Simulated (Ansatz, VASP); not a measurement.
## One calculation of CoO, two programs

Contents of POSCAR:

```
CoO
1.0
    2.5958776645      0.0000000000      0.0000000000
    0.0000000000      2.5958776645      0.0000000000
    0.0000000000      0.0000000000      2.5958776645
Co O
1 1
Direct
    0.0000000000      0.0000000000      0.0000000000
    0.5000000000      0.5000000000      0.5000000000
```

File INCAR.step1:

```
SYSTEM = CoO
PREC = Accurate
ENCUT = 520
ISMEAR = 0
SIGMA = 0.02
LREAL = .FALSE.
LASPH = .TRUE.
NELM = 150
LMAXMIX = 4
LDAU = .TRUE.
LDAUTYPE = 2
LDAUL = 2 -1
LDAUU = 3.32 0
LDAUJ = 0 0
NBANDS = 14
GGA = PE
ALGO = Normal
EDIFF = 1E-4
LWAVE = .TRUE.
LCHARG = .FALSE.
```

The input INCAR.step2:

```
SYSTEM = CoO
PREC = Accurate
ENCUT = 520
EDIFF = 1E-7
ISMEAR = 0
SIGMA = 0.02
LREAL = .FALSE.
LASPH = .TRUE.
NELM = 150
ALGO = Normal
ISIF = 2
LWAVE = .FALSE.
LCHARG = .FALSE.
LMAXMIX = 4
LDAU = .TRUE.
LDAUTYPE = 2
LDAUL = 2 -1
LDAUU = 3.32 0
LDAUJ = 0 0
LDAUPRINT = 1
METAGGA = R2SCAN
LMIXTAU = .TRUE.
NBANDS = 14
ISTART = 1
```

KPOINTS

```
Automatic mesh
0
G
  10 10 10
  0 0 0
```

Input for Ansatz:

```yaml
crystal:
  lattice:
    - [2.5958776645, 0.0, 0.0]
    - [0.0, 2.5958776645, 0.0]
    - [0.0, 0.0, 2.5958776645]
  atoms:
    - { symbol: Co, position: [0.0, 0.0, 0.0] }
    - { symbol: O, position: [0.5, 0.5, 0.5] }
basis:
  ecutwfc: 500
kpoints:
  mp_grid: { grid: [10, 10, 10] }
hamiltonian:
  xc: r2scan
  hubbard: { sites: [{ species: Co, l: d, u_eff: 3.32 }] }
scf:
  occupations: { method: gaussian, width: 0.02 }
output:
  forces: true
  stress: true
  eigenvalues: true
```

Alike in both runs: task single point; functional r2SCAN; k mesh 10 × 10 × 10; occupations gaussian, width 0.02 eV; no spin polarisation; Hubbard terms Co d U = 3.32 eV.

```csv
,VASP,Ansatz
version,VASP 6.6.1,Ansatz 0.2.0
potentials or method,"VASP PAW PBE potentials, release 64 (Co, O)","scalar-relativistic, plane waves, PAW"
plane-wave cutoff (eV),520,500
valence electrons in the cell,15,23
```

VASP gave:

- gap on the k mesh at the Fermi level (eV): none
- pressure (GPa): -18.0

Problem. What did Ansatz give for the same quantities?

Solution. gap on the k mesh at the Fermi level (eV): none; pressure (GPa): -15.1.

The programs project onto different local orbitals, so the same U acts differently. A gap of «none» marks a metal or a gap that the smearing closes. The two sets of potentials don't hold the same shells in valence. Ansatz warned: «filled_band_counts_differ_across_k_points».

Caveats: the PAW data sets were made with another functional, which shifts forces and pressure a little (VASP); an odd number of electrons without spin polarisation forces a metal; a magnetic or distorted state may lie lower; the run has no spin polarisation, though such a crystal can be magnetic; U without spin polarisation on a metal has little footing. Spin polarisation is off, so any magnetic state and its effect on volume and gap are missing.
